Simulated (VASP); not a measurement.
# FeGe23 (a cell with a defect) in VASP: notebook

One crystal, FeGe23 (a cell with a defect), is run at these levels: PBEsol+U; tasks: single point.

Everything below comes from runs of VASP 6.6.1. Logs are shortened: lines on timing, memory, paths and dates and some standing lists are left out, and cuts for length are marked.

**1. Starting point**

The cell holds a defect, 24 atoms: a = 12.001 Å, b = 8.001 Å, c = 8.001 Å, α = 60.00°, β = 60.00°, γ = 60.00°.

**2. Single point, PBEsol+U, collinear spin, ferromagnetic start**

INCAR

```
ALGO = Normal ; EDIFF = 1E-5
ENCUT = 350 ; GGA = PS
ISIF = 2 ; ISMEAR = 0
ISPIN = 2 ; KPAR = 2
LASPH = True ; LCHARG = False
LDAU = True ; LDAUJ = 0 0
LDAUL = 2 -1 ; LDAUPRINT = 1
LDAUTYPE = 2 ; LDAUU = 4 0
LMAXMIX = 4 ; LORBIT = 11
LREAL = Auto ; LWAVE = False
MAGMOM = 4 0 0 0 0 0 0 0 0 0 0 0 0 0 0 0 0 0 0 0 0 0 0 0 ; NBANDS = 187
NELM = 120 ; PREC = Accurate
SIGMA = 0.03
```

KPOINTS

```
k-points
0
Gamma
  2 2 2
```

POSCAR

```
FeGe23
1.0
    0.0000000000      8.4863100000      8.4863100000
    5.6575400000      0.0000000000      5.6575400000
    5.6575400000      5.6575400000      0.0000000000
Fe Ge
1 23
Direct
    0.0000000000      0.0000000000      0.0000000000
    0.0000000000      0.0000000000      0.5000000000
    0.0000000000      0.5000000000      0.0000000000
    0.0000000000      0.5000000000      0.5000000000
    0.3333330000      0.0000000000      0.0000000000
    0.3333330000      0.0000000000      0.5000000000
    0.3333330000      0.5000000000      0.0000000000
    0.3333330000      0.5000000000      0.5000000000
    0.6666670000      0.0000000000      0.0000000000
    0.6666670000      0.0000000000      0.5000000000
    0.6666670000      0.5000000000      0.0000000000
    0.6666670000      0.5000000000      0.5000000000
    0.0833333333      0.1250000000      0.1250000000
    0.0833333333      0.1250000000      0.6250000000
    0.0833333333      0.6250000000      0.1250000000
    0.0833333333      0.6250000000      0.6250000000
    0.4166663333      0.1250000000      0.1250000000
    0.4166663333      0.1250000000      0.6250000000
    0.4166663333      0.6250000000      0.1250000000
    0.4166663333      0.6250000000      0.6250000000
    0.7500003333      0.1250000000      0.1250000000
    0.7500003333      0.1250000000      0.6250000000
    0.7500003333      0.6250000000      0.1250000000
    0.7500003333      0.6250000000      0.6250000000
```

Potentials or basis: VASP PAW PBE potentials, release 64 (Fe, Ge_d).

Command:

```bash
> cat potpaw_PBE.64/Fe/POTCAR potpaw_PBE.64/Ge_d/POTCAR > POTCAR
> mpirun -np 4 vasp_std > vasp.out
```

OUTCAR:

```text
EDIFF = 1E-5
   ENCUT = 350
   GGA = PS
   ISIF = 2
   ISMEAR = 0
   ISPIN = 2
   LASPH = True
   LORBIT = 11
   LREAL = Auto
   NELM = 120
   PREC = Accurate

 ion  position               nearest neighbor table
   1  0.000  0.000  0.000-  21 2.45  13 2.45  15 2.45  14 2.45
   2  0.000  0.000  0.500-  22 2.45  14 2.45  16 2.45  13 2.45
   3  0.000  0.500  0.000-  23 2.45  15 2.45  16 2.45  13 2.45
   4  0.000  0.500  0.500-  24 2.45  16 2.45  14 2.45  15 2.45
   5  0.333  0.000  0.000-  13 2.45  17 2.45  18 2.45  19 2.45
   6  0.333  0.000  0.500-  14 2.45  18 2.45  17 2.45  20 2.45
[... 16 lines left out ...]
  23  0.750  0.625  0.125-   3 2.45  11 2.45   9 2.45  12 2.45
  24  0.750  0.625  0.625-   4 2.45  12 2.45  11 2.45  10 2.45

  LATTYP: Found a face centered orthorhombic cell.
 ALAT       =     8.0009697977
 B/A-ratio  =     1.7320508076
 C/A-ratio  =     2.4494897428

  Lattice vectors:

 A1 = (   0.0000000000,   8.4863100000,   8.4863100000)
 A2 = (  -5.6575400000,   2.8287700000,   8.4863100000)
 A3 = (   5.6575400000,   0.0000000000,   5.6575400000)

Analysis of symmetry for initial positions (statically):
=====================================================================
 Subroutine PRICEL returns:
 Original cell was already a primitive cell.

 Routine SETGRP: Setting up the symmetry group for a
 face centered orthorhombic supercell.

 Subroutine GETGRP returns: Found  2 space group operations
 (whereof  2 operations were pure point group operations)
 out of a pool of  8 trial point group operations.

The static configuration has the point symmetry C_1h.

Analysis of symmetry for dynamics (positions and initial velocities):
=====================================================================
 Subroutine PRICEL returns:
 Original cell was already a primitive cell.

 Routine SETGRP: Setting up the symmetry group for a
 face centered orthorhombic supercell.

 Subroutine GETGRP returns: Found  2 space group operations
 (whereof  2 operations were pure point group operations)
 out of a pool of  8 trial point group operations.

The dynamic configuration has the point symmetry C_1h.

Analysis of structural, dynamic, and magnetic symmetry:
=====================================================================
 Subroutine PRICEL returns:
 Original cell was already a primitive cell.

 Routine SETGRP: Setting up the symmetry group for a
 face centered orthorhombic supercell.

 Subroutine GETGRP returns: Found  2 space group operations
 (whereof  2 operations were pure point group operations)
 out of a pool of  8 trial point group operations.

The overall configuration has the point symmetry C_1h.

 Subroutine INISYM returns: Found  2 space group operations
 (whereof  2 operations are pure point group operations),
 and found     1 'primitive' translations

----------------------------------------------------------------------------------------

                                     Primitive cell

  volume of cell :     543.2555

  direct lattice vectors                    reciprocal lattice vectors
     0.000000000  8.486310000  8.486310000    -0.058918423  0.058918423  0.058918423
     5.657540000  0.000000000  5.657540000     0.088377634 -0.088377634  0.088377634
     5.657540000  5.657540000  0.000000000     0.088377634  0.088377634 -0.088377634

  length of vectors
    12.001454697  8.000969798  8.000969798     0.102049702  0.153074553  0.153074553

  position of ions in fractional coordinates (direct lattice)
     0.000000000  0.000000000  0.000000000
     0.000000000  0.000000000  0.500000000
     0.000000000  0.500000000  0.000000000
     0.000000000  0.500000000  0.500000000
     0.333333000  0.000000000  0.000000000
     0.333333000  0.000000000  0.500000000
[... 16 lines left out ...]
     0.750000333  0.625000000  0.125000000
     0.750000333  0.625000000  0.625000000

  ion indices of the primitive-cell ions
[... 111 lines left out ...]
   LEPSILON=     F    determine dielectric tensor
   LRPA    =     F    only Hartree local field effects (RPA)
 spin polarized calculation
 Gauss-broadening in eV      SIGMA  =   0.03
  energy-cutoff  :      350.00
  volume of cell :      543.26
 maximum number of plane-waves:      8100
 NGX is ok and might be reduce to    80
   NGX = 37   NGY = 25   NGZ = 25

atom =   1  type =  1  l = 2

 onsite density matrix

spin component  1

  0.9057 -0.0098 -0.0018  0.0106 -0.0004
 -0.0098  0.9051 -0.0011 -0.0098  0.0019
 -0.0018 -0.0011  0.9346  0.0013 -0.0001
  0.0106 -0.0098  0.0013  0.9057  0.0014
 -0.0004  0.0019 -0.0001  0.0014  0.9348

spin component  2

  0.5123  0.1838  0.1024 -0.1922  0.0047
  0.1838  0.5321  0.0522  0.1838 -0.0904
  0.1024  0.0522  0.0417 -0.0553  0.0008
 -0.1922  0.1838 -0.0553  0.5123 -0.0863
  0.0047 -0.0904  0.0008 -0.0863  0.0408

 occupancies and eigenvectors

  o =  0.0180  v =  0.0000  0.0000  0.0000  0.0000  0.0000  0.0567  0.1592 -0.4920  0.0567  0.8522      0.0000  0.0000  0.0000  0.0000  0.0000  0.0000  0.0000  0.0000  0.0000  0.0000
  o =  0.0180  v =  0.0000  0.0000  0.0000  0.0000  0.0000 -0.1303 -0.0000  0.8512  0.1303  0.4914      0.0000  0.0000  0.0000  0.0000  0.0000  0.0000  0.0000  0.0000  0.0000  0.0000
  o =  0.1455  v =  0.0000  0.0000  0.0000  0.0000  0.0000  0.5886 -0.5537 -0.0109  0.5886  0.0188      0.0000  0.0000  0.0000  0.0000  0.0000  0.0000  0.0000  0.0000  0.0000  0.0000
  o =  0.7287  v =  0.0000  0.0000  0.0000  0.0000  0.0000  0.6950  0.0000  0.1596 -0.6950  0.0922      0.0000  0.0000  0.0000  0.0000  0.0000  0.0000  0.0000  0.0000  0.0000  0.0000
  o =  0.7290  v =  0.0000  0.0000  0.0000  0.0000  0.0000 -0.3877 -0.8173 -0.0885 -0.3877  0.1532      0.0000  0.0000  0.0000  0.0000  0.0000  0.0000  0.0000  0.0000  0.0000  0.0000
  o =  0.8949  v =  0.7057 -0.0000  0.0549 -0.7057  0.0317  0.0000  0.0000  0.0000  0.0000  0.0000      0.0000  0.0000  0.0000  0.0000  0.0000  0.0000  0.0000  0.0000  0.0000  0.0000
  o =  0.8957  v = -0.3932 -0.8291 -0.0289 -0.3932  0.0500  0.0000  0.0000  0.0000  0.0000  0.0000      0.0000  0.0000  0.0000  0.0000  0.0000  0.0000  0.0000  0.0000  0.0000  0.0000
  o =  0.9256  v = -0.5876  0.5530  0.0304 -0.5876 -0.0527  0.0000  0.0000  0.0000  0.0000  0.0000      0.0000  0.0000  0.0000  0.0000  0.0000  0.0000  0.0000  0.0000  0.0000  0.0000
  o =  0.9347  v =  0.0448  0.0000 -0.8643 -0.0448 -0.4990  0.0000  0.0000  0.0000  0.0000  0.0000      0.0000  0.0000  0.0000  0.0000  0.0000  0.0000  0.0000  0.0000  0.0000  0.0000
  o =  0.9350  v = -0.0131  0.0818 -0.4982 -0.0131  0.8630  0.0000  0.0000  0.0000  0.0000  0.0000      0.0000  0.0000  0.0000  0.0000  0.0000  0.0000  0.0000  0.0000  0.0000  0.0000

 number of electron     329.9999969 magnetization       2.7495557

 Free energy of the ion-electron system (eV)
  ---------------------------------------------------
  ext. energy  EPLUGINS =         0.00000000
  ---------------------------------------------------
  free energy    TOTEN  =      -116.68499103 eV

  energy without entropy =     -116.68499084  energy(sigma->0) =     -116.68499093

 E-fermi :   4.4188     XC(G=0): -10.1020

 val. band max:        4.3271390537   @ k =   0.0000   0.5000   0.5000
 cond. band min:       4.5105027106   @ k =   0.0000   0.0000   0.0000
 fundamental gap:      0.1833636569
 Fermi energy:         4.4188432018

 spin component 1

 k-point     1 :       0.0000    0.0000    0.0000
  band No.  band energies     occupation
      1     -20.1498      1.00000
      2     -20.1422      1.00000
      3     -20.1399      1.00000
      4     -20.1359      1.00000
      5     -20.1319      1.00000
      6     -20.1166      1.00000
[... 1069 lines left out ...]
    176       6.9169      0.00000
    177       6.9306      0.00000
 Fermi energy:         4.4188432018

 spin component 2

 k-point     1 :       0.0000    0.0000    0.0000
  band No.  band energies     occupation
      1     -20.1509      1.00000
      2     -20.1453      1.00000
      3     -20.1400      1.00000
      4     -20.1368      1.00000
      5     -20.1322      1.00000
      6     -20.1180      1.00000
[... 1069 lines left out ...]
    176       7.1978      0.00000
    177       7.2789      0.00000
 [bands above 177 left out]

------------------------ aborting loop because EDIFF is reached ----------------------------------------

  FORCE on cell =-STRESS in cart. coord.  units (eV):
  Direction    XX          YY          ZZ          XY          YZ          ZX
  --------------------------------------------------------------------------------------
  -------------------------------------------------------------------------------------
  Total        0.9471303      0.9622784      0.9622784      0.5942243     -0.8158197      0.5932898
  in kB        2.7932908      2.8379659      2.8379659      1.7524952     -2.4060277      1.7497391
  external PRESSURE =       2.8230742 kB  Pullay stress =       0.0000000 kB

 VOLUME and BASIS-vectors are now :
 -----------------------------------------------------------------------------
  energy-cutoff  :      350.00
  volume of cell :      543.26
      direct lattice vectors                 reciprocal lattice vectors
     0.000000000  8.486310000  8.486310000    -0.058918423  0.058918423  0.058918423
     5.657540000  0.000000000  5.657540000     0.088377634 -0.088377634  0.088377634
     5.657540000  5.657540000  0.000000000     0.088377634  0.088377634 -0.088377634

 POSITION                                       TOTAL-FORCE (eV/Angst)
 -----------------------------------------------------------------------------------
      0.00000      0.00000      0.00000         0.098638     -0.048246     -0.048246
      2.82877      2.82877      0.00000        -0.029239     -0.039727     -0.136439
      2.82877      0.00000      2.82877        -0.029239     -0.136439     -0.039727
      5.65754      2.82877      2.82877         0.138520     -0.004666     -0.004666
      0.00000      2.82877      2.82877         0.122009     -0.062283     -0.062283
      2.82877      5.65754      2.82877         0.009247     -0.109131      0.021790
[... 16 lines left out ...]
      4.24315      7.07193      9.90070         0.046373     -0.083747      0.013802
      7.07193      9.90070      9.90070         0.097324     -0.015077     -0.015077
 -----------------------------------------------------------------------------------
    total drift:                               -0.001150     -0.003609     -0.003610

  FREE ENERGIE OF THE ION-ELECTRON SYSTEM (eV)
  ---------------------------------------------------
  free  energy   TOTEN  =      -116.6849910282 eV

  energy  without entropy=     -116.6849908412  energy(sigma->0) =     -116.68499093

 total charge

# of ion       s       p       d       tot
------------------------------------------
    1        0.452   0.352   6.205   7.008
    2        1.130   1.248  10.023  12.400
    3        1.130   1.248  10.023  12.400
    4        1.128   1.249  10.023  12.399
    5        1.125   1.270  10.021  12.415
    6        1.118   1.272  10.021  12.411
[... 16 lines left out ...]
   23        1.117   1.273  10.021  12.411
   24        1.115   1.275  10.021  12.411
--------------------------------------------------
tot         26.341  29.327 236.689 292.356

 magnetization (x)

# of ion       s       p       d       tot
------------------------------------------
    1        0.031   0.017   2.942   2.991
    2        0.000  -0.001  -0.001  -0.003
    3        0.000  -0.001  -0.001  -0.003
    4       -0.000   0.000  -0.001  -0.001
    5        0.003  -0.006  -0.001  -0.004
    6        0.003  -0.001  -0.001   0.002
[... 16 lines left out ...]
   23        0.000   0.000  -0.000   0.000
   24        0.000   0.002  -0.000   0.002
--------------------------------------------------
tot          0.026  -0.229   2.942   2.739
```

Wall time 16 min (4 MPI ranks of AMD EPYC 9R45 (Zen 5), shared host); peak memory 0.54 GiB.

What came out:

```
Free energy                                           : -116.6850 eV
Largest force                                         : 0.421 eV/Å
Band gap on the k mesh                                : none (metal or under the smearing width)
Net moment                                            : 2.75 μB per cell
Site moments                                          : Fe +2.99; Ge -0.00, +0.00, -0.01, -0.06, -0.05 μB
Valence electrons inside the program's atomic spheres : Fe 7.01; Ge 12.40, 12.41, 12.39, 12.42
```

Forces in eV/Å, atoms in the order of the input:
```
Fe   0.099 -0.048 -0.048
Ge  -0.029 -0.040 -0.136
Ge  -0.029 -0.136 -0.040
Ge   0.139 -0.005 -0.005
Ge   0.122 -0.062 -0.062
Ge   0.009 -0.109  0.022
Ge   0.009  0.022 -0.109
Ge  -0.069 -0.001 -0.001
Ge   0.112  0.040  0.040
Ge  -0.043 -0.148  0.039
Ge  -0.043  0.039 -0.148
Ge  -0.075  0.037  0.037
Ge  -0.254 -0.036 -0.036
Ge   0.020  0.295 -0.030
Ge   0.020 -0.030  0.295
Ge   0.035  0.015  0.015
Ge  -0.134  0.008  0.008
Ge   0.088  0.076 -0.048
Ge   0.088 -0.048  0.076
Ge   0.013 -0.013 -0.013
Ge  -0.266  0.230  0.230
Ge   0.046  0.014 -0.084
Ge   0.046 -0.084  0.014
Ge   0.097 -0.015 -0.015
```

Eigenvalues of the final occupation matrices:
| site | spin | trace | eigenvalues |
| --- | --- | --- | --- |
| site 1 d | 1 | 4.59 | 0.89 0.90 0.93 0.93 0.94 |
| site 1 d | 2 | 1.64 | 0.02 0.02 0.15 0.73 0.73 |

Caveat: the k mesh is coarse (spacing up to 0.48 Å⁻¹), so the values aren't converged; the cutoff is under 1.25 times the usual one of these potentials, so pressure, stress and relaxed cells hold a basis-set (Pulay) error; the PAW data sets were made with another functional, which shifts forces and pressure a little; the U is typed as a test and isn't derived for this compound.

**3. Single point, PBEsol+U, collinear spin, ferromagnetic start**

Changes to INCAR since step 2:

```diff
@@ -10,3 +10,3 @@
 LREAL = Auto ; LWAVE = False
-MAGMOM = 4 0 0 0 0 0 0 0 0 0 0 0 0 0 0 0 0 0 0 0 0 0 0 0 ; NBANDS = 187
+MAGMOM = 0.4 0 0 0 0 0 0 0 0 0 0 0 0 0 0 0 0 0 0 0 0 0 0 0 ; NBANDS = 187
 NELM = 120 ; PREC = Accurate
```

KPOINTS is that of step 2.

POSCAR is that of step 2.

Potentials or basis: VASP PAW PBE potentials, release 64 (Fe, Ge_d).

Command:

```bash
> cat potpaw_PBE.64/Fe/POTCAR potpaw_PBE.64/Ge_d/POTCAR > POTCAR
> mpirun -np 4 vasp_std > vasp.out
```

Run time: 19 min. Hardware: 4 MPI ranks of AMD EPYC 9R45 (Zen 5), shared host; peak memory 0.54 GiB.

The run converged. Its results:

```yaml
Free_energy: -116.4783 eV
Largest_force: 0.409 eV/Å
Band_gap_on_the_k_mesh: none (metal or under the smearing width)
Net_moment: 2.89 μB per cell
Site_moments: Fe +3.14; Ge -0.01, +0.00, -0.00, -0.08, -0.07 μB
Valence_electrons_inside_the_program's_atomic_spheres: Fe 6.97; Ge 12.40, 12.41
```

Forces on the atoms (eV/Å):
```
Fe   0.150 -0.070 -0.070
Ge  -0.016 -0.014 -0.086
Ge  -0.016 -0.086 -0.014
Ge   0.094 -0.013 -0.013
Ge   0.036 -0.001 -0.001
Ge   0.019 -0.084  0.002
Ge   0.019  0.002 -0.084
Ge  -0.031 -0.007 -0.007
Ge   0.003  0.075  0.075
Ge  -0.039 -0.047  0.031
Ge  -0.039  0.031 -0.047
Ge  -0.037  0.009  0.009
Ge  -0.330 -0.170 -0.170
Ge   0.098  0.339 -0.087
Ge   0.098 -0.087  0.339
Ge   0.014  0.007  0.007
Ge  -0.043  0.006  0.006
Ge   0.058  0.012 -0.047
Ge   0.058 -0.047  0.012
Ge   0.009 -0.001 -0.001
Ge  -0.190  0.151  0.151
Ge   0.023  0.020 -0.035
Ge   0.023 -0.035  0.020
Ge   0.035  0.008  0.008
```

Levels at points of the mesh, in eV from the Fermi level:
Spin up:
```tsv
k point	band 162	band 163	band 164	band 165	band 166	band 167	band 168	band 169	band 170	band 171
(0.00, 0.00, 0.00)	-1.08	-0.89	-0.47	-0.45	0.10	0.28	0.41	0.43	0.51	0.69
(0.50, 0.00, 0.00)	-1.07	-0.98	-0.83	-0.42	-0.42	0.25	0.39	0.57	0.59	0.82
(0.00, 0.50, 0.00)	-1.67	-1.38	-1.12	-0.81	-0.81	0.02	0.20	0.67	0.98	1.21
(0.50, 0.00, 0.50)	-1.63	-1.53	-1.50	-1.36	-0.99	-0.61	0.08	1.40	1.41	1.55
(0.00, 0.50, 0.50)	-1.69	-1.44	-1.41	-1.29	-0.75	-0.39	0.22	1.06	1.14	1.35
(0.50, 0.50, 0.50)	-1.60	-1.41	-1.30	-1.11	-0.99	-0.42	0.01	1.37	1.50	1.74
```
Spin down:
```
           k point  band 161  band 162  band 163  band 164  band 165  band 166
(0.00, 0.00, 0.00)     -0.67     -0.31     -0.27      0.10      0.31      0.41
(0.50, 0.00, 0.00)     -0.86     -0.41     -0.41     -0.27      0.30      0.40
(0.00, 0.50, 0.00)     -1.03     -0.79     -0.71      0.02      0.50      0.67
(0.50, 0.00, 0.50)     -1.38     -1.05     -0.95     -0.02      0.06      0.93
(0.00, 0.50, 0.50)     -1.21     -0.98     -0.75     -0.11      0.43      0.92
(0.50, 0.50, 0.50)     -1.29     -1.01     -0.89      0.00      0.23      0.81
```

Eigenvalues of the final occupation matrices:
| site | spin | trace | eigenvalues |
| --- | --- | --- | --- |
| site 1 d | 1 | 4.63 | 0.92 0.92 0.92 0.94 0.94 |
| site 1 d | 2 | 1.55 | 0.02 0.02 0.40 0.45 0.66 |

Caveat: the k mesh is coarse (spacing up to 0.48 Å⁻¹), so the values aren't converged; the cutoff is under 1.25 times the usual one of these potentials, so pressure, stress and relaxed cells hold a basis-set (Pulay) error; the PAW data sets were made with another functional, which shifts forces and pressure a little; the U is typed as a test and isn't derived for this compound. The state reached can hang on the start; a lower one may exist.

(Continued in part 2 of 2.)
